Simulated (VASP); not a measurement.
# Li: molecular dynamics at constant energy

Li, P2_13 (no. 198), 16 atoms in the cell. PBE, molecular dynamics; PAW potentials Li (PBE set).

Ensemble: NVE; Starting temperature (K): 600.

## Input

INCAR:
```
SYSTEM = Li
ALGO = Fast ; ANDERSEN_PROB = 0.0
EDIFF = 1E-6 ; ENCUT = 200
GGA = PE ; IBRION = 0
ISIF = 2 ; ISMEAR = -1
ISYM = 0 ; KPAR = 2
LASPH = .True. ; LCHARG = .False.
LREAL = Auto ; LWAVE = .False.
MDALGO = 1 ; NELM = 60
NELMIN = 4 ; NSW = 60
POTIM = 1.0 ; PREC = Normal
RANDOM_SEED = 749647 0 0 ; SIGMA = 0.05
TEBEG = 600
```

KPOINTS:
```
k-points
0
Gamma
  3 3 1
```

POSCAR:
```
Li
1.0
    4.4544403333      0.0000000000      0.0000000000
    0.0000000000      4.4544403333      0.0000000000
    0.0000000000      0.0000000000     17.8177613332
Li
16
Direct
    0.6254320000      0.8745680000      0.0313580000
    0.6254320000      0.8745680000      0.2813580000
    0.6254320000      0.8745680000      0.5313580000
    0.6254320000      0.8745680000      0.7813580000
    0.1254320000      0.6254320000      0.2186420000
    0.1254320000      0.6254320000      0.4686420000
    0.1254320000      0.6254320000      0.7186420000
    0.1254320000      0.6254320000      0.9686420000
    0.3745680000      0.3745680000      0.0936420000
    0.3745680000      0.3745680000      0.3436420000
    0.3745680000      0.3745680000      0.5936420000
    0.3745680000      0.3745680000      0.8436420000
    0.8745680000      0.1254320000      0.1563580000
    0.8745680000      0.1254320000      0.4063580000
    0.8745680000      0.1254320000      0.6563580000
    0.8745680000      0.1254320000      0.9063580000
```

Commands:
```
cat potpaw_PBE.64/Li/POTCAR > POTCAR
mpirun -np 2 vasp_std > vasp.out
```

## Result

- Spread of the conserved energy (meV/atom): 0.06
- Rise of the mean potential energy above the start (meV/atom): 19.0
- Mean temperature (K): 443
- Electronic steps per ionic step after the first: 4.0

Course of the run:

| Time (fs) | Temperature (K) | Potential energy less the first (meV/atom) | Conserved energy less the first (meV/atom) |
|---|---|---|---|
| 1 | 600 | 0.0 | 0.00 |
| 6 | 548 | 6.2 | 0.00 |
| 10 | 452 | 17.9 | 0.02 |
| 15 | 311 | 35.0 | 0.04 |
| 19 | 227 | 45.2 | 0.05 |
| 24 | 203 | 48.1 | 0.05 |
| 28 | 251 | 42.2 | 0.04 |
| 33 | 362 | 28.8 | 0.02 |
| 37 | 456 | 17.4 | 0.01 |
| 42 | 543 | 6.8 | 0.01 |
| 46 | 580 | 2.4 | 0.01 |
| 51 | 591 | 1.1 | 0.02 |
| 55 | 588 | 1.4 | 0.02 |
| 60 | 594 | 0.7 | 0.03 |

The mean temperature lies below the starting 600 K, since the atoms start on their sites and part of their kinetic energy turns into potential energy.

REPORT:
```
MDALGO =   1
         ANDERSEN_PROB =  0.00000000
               SCALING =       0
                 CNEXP =     9.000   14.000
           RANDOM_SEED =            749647                0                0

   original number of atomic DOF:         45
   number of independent constraints:      0
   number of active DOF:                  45

========================================
         MD step No.       1
========================================

  Atomic velocities initialized by STEP_tb

  >Energies
                    E_tot             E_pot             E_kin               EPS                ES
   e_b>   -0.24878075E+02   -0.26040481E+02    0.11624060E+01    0.00000000E+00    0.00000000E+00

  >Temperature
               T_sim     T_inst
   tmprt>    600.000    599.515

  >Thermostat, num. of collisions:                0

           RANDOM_SEED =            749647              192                0

[... steps left out ...]

========================================
         MD step No.      60
========================================

  >Energies
                    E_tot             E_pot             E_kin               EPS                ES
   e_b>   -0.24877618E+02   -0.26029767E+02    0.11521491E+01    0.00000000E+00    0.00000000E+00

  >Temperature
               T_sim     T_inst
   tmprt>    600.000    594.225

  >Thermostat, num. of collisions:                0

           RANDOM_SEED =            749647             5856                0
```

OSZICAR:
```
N       E                     dE             d eps       ncg     rms          rms(c)
DAV:   1    -0.155660459495E+02   -0.15566E+02   -0.21472E+03   170   0.290E+02
DAV:   2    -0.255213757156E+02   -0.99553E+01   -0.87405E+01   206   0.364E+01
DAV:   3    -0.260720825251E+02   -0.55071E+00   -0.50853E+00   260   0.768E+00
DAV:   4    -0.260869693656E+02   -0.14887E-01   -0.14865E-01   211   0.129E+00
DAV:   5    -0.260872821937E+02   -0.31283E-03   -0.31281E-03   259   0.179E-01    0.778E-01
RMM:   6    -0.260609312622E+02    0.26351E-01   -0.12480E-03   170   0.133E-01    0.518E-01
RMM:   7    -0.260407521572E+02    0.20179E-01   -0.57987E-03   170   0.275E-01    0.221E-02
RMM:   8    -0.260404940035E+02    0.25815E-03   -0.47251E-04   170   0.974E-02    0.103E-02
RMM:   9    -0.260404779993E+02    0.16004E-04   -0.12276E-04   180   0.394E-02    0.620E-03
RMM:  10    -0.260404800068E+02   -0.20075E-05   -0.21798E-05   169   0.188E-02    0.300E-03
RMM:  11    -0.260404806068E+02   -0.60002E-06   -0.44207E-06   155   0.835E-03
      1 T=   600. E= -.24878075E+02 F= -.26040481E+02 E0= -.26024774E+02  EK= 0.11624E+01 SP= 0.00E+00 SK= 0.00E+00
[... left out ...]
     58 T=   589. E= -.24877649E+02 F= -.26019440E+02 E0= -.25991762E+02  EK= 0.11418E+01 SP= 0.00E+00 SK= 0.00E+00
     59 T=   591. E= -.24877636E+02 F= -.26023443E+02 E0= -.25995551E+02  EK= 0.11458E+01 SP= 0.00E+00 SK= 0.00E+00
[... last step whole ...]
       N       E                     dE             d eps       ncg     rms          rms(c)
DAV:   1    -0.260297666596E+02   -0.63236E-02   -0.23606E-04   296   0.586E-02    0.359E-04
RMM:   2    -0.260297673712E+02   -0.71166E-06   -0.71134E-06   162   0.122E-02    0.404E-04
RMM:   3    -0.260297674493E+02   -0.78116E-07   -0.88200E-07   118   0.415E-03    0.244E-04
RMM:   4    -0.260297674629E+02   -0.13589E-07   -0.17933E-07    95   0.179E-03
     60 T=   594. E= -.24877618E+02 F= -.26029767E+02 E0= -.26001655E+02  EK= 0.11521E+01 SP= 0.00E+00 SK= 0.00E+00
```

Limits: 60 fs of 16 atoms are too short for converged averages; the cell is only 4.5 Å across, so each atom moves in step with near copies of itself.

VASP 6.6.1 took 321 s on 2 cores (AMD EPYC 7571), a shared host.
